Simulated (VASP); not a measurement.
The cell holds one Sb$_{2}$Te$_{3}$ (tetradymite) monolayer, with vacuum along c. Ionisation potential and electron affinity count from the cell's own band edges, surface states included.

```
Sb2Te3
1.0
    4.31081     0.00000     0.00000
   -2.15541     3.73327     0.00000
    0.00000     0.00000    23.95632
Sb Te
2 3
Cartesian
  0.00000   2.48885   9.95199
  0.00000   0.00000  14.00433
 -2.15541   3.73327   8.22939
  2.15541   1.24442  11.97816
  0.00000   2.48885  15.72693
```

These are optB88-vdW, VASP's PBE PAW potentials (set 64) (plane waves; VASP) values and carry that method's errors. Numerical set-up: 400 eV cut-off, 12×12×1 Γ-centred mesh, Gaussian smearing of 0.050 eV, potentials Sb Te.

```yaml
energy_to_cut_it_from_the_bulk_per_area: 24.2 meV/Å²
ionisation_potential: 5.29 eV
electron_affinity: 4.55 eV
```

The cell is a sheet with vacuum, built from Sb2Te3 (tetradymite).
